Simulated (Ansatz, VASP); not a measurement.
**Si: VASP beside Ansatz**

File POSCAR:

```
Si
1.0
    0.0000000000      2.3458322427      2.3458322427
    2.3458322427      0.0000000000      2.3458322427
    2.3458322427      2.3458322427      0.0000000000
Si
2
Direct
   -0.1250000000     -0.1250000000     -0.1250000000
    0.1250000000      0.1250000000      0.1250000000
```

INCAR.step1

```
SYSTEM = Si
  PREC = Accurate
  ENCUT = 520
  ISMEAR = -1
  SIGMA = 0.08
  LREAL = .FALSE.
  LASPH = .TRUE.
  NELM = 100
  NBANDS = 11
  GGA = PE
  ALGO = Normal
  EDIFF = 1E-4
  LWAVE = .TRUE.
  LCHARG = .FALSE.
```

Contents of INCAR.step2:

```
SYSTEM = Si
  PREC = Accurate
  ENCUT = 520
  EDIFF = 1E-6
  ISMEAR = -1
  SIGMA = 0.08
  LREAL = .FALSE.
  LASPH = .TRUE.
  NELM = 100
  ALGO = Normal
  ISIF = 2
  LWAVE = .FALSE.
  LCHARG = .TRUE.
  METAGGA = R2SCAN
  LMIXTAU = .TRUE.
  LELF = .TRUE.
  LVHAR = .TRUE.
  NBANDS = 11
  ISTART = 1
```

File KPOINTS:

```
Automatic mesh
0
G
  13 13 13
  0 0 0
```

Input for Ansatz:

```yaml
crystal:
  lattice:
    - [0.0, 2.3458322427, 2.3458322427]
    - [2.3458322427, 0.0, 2.3458322427]
    - [2.3458322427, 2.3458322427, 0.0]
  atoms:
    - { symbol: Si, position: [-0.125, -0.125, -0.125] }
    - { symbol: Si, position: [0.125, 0.125, 0.125] }
kpoints:
  mp_grid: { grid: [13, 13, 13] }
scf:
  occupations: { method: fermi_dirac, width: 0.08 }
hamiltonian:
  xc: r2scan
  pseudopotentials: { kind: paw }
output:
  forces: true
  stress: true
  eigenvalues: true
  populations: true
```

Change from the starting cell: volume scaled by 0.64, PAW files.

Alike in both runs: task single point; functional r2SCAN; k mesh 13 × 13 × 13; occupations fermi-dirac, width 0.08 eV; no spin polarisation.

|  | VASP | Ansatz |
| --- | --- | --- |
| version | VASP 6.6.1 | Ansatz 0.2.0 |
| potentials or method | VASP PAW PBE potentials, release 64 (Si) | PAW with Ansatz's default frozen-core files, scalar-relativistic |
| plane-wave cutoff (eV) | 520 | 500 |
| valence electrons in the cell | 8 | 8 |

Ansatz gave:

| Quantity | Value |
| --- | --- |
| pressure (GPa) | 103.8 |

Question: Estimate VASP's values.

Answer: Pressure (GPa): 103.4.

The functional is the same, so the differences come from potentials, cutoffs and numerics.

Caveats: the cell as given lies far from equilibrium; so large a pressure means that the cell lies far from this level's equilibrium, or that cutoff or potentials fall short (VASP); the potentials were made for another functional, which shifts forces and pressure (VASP).
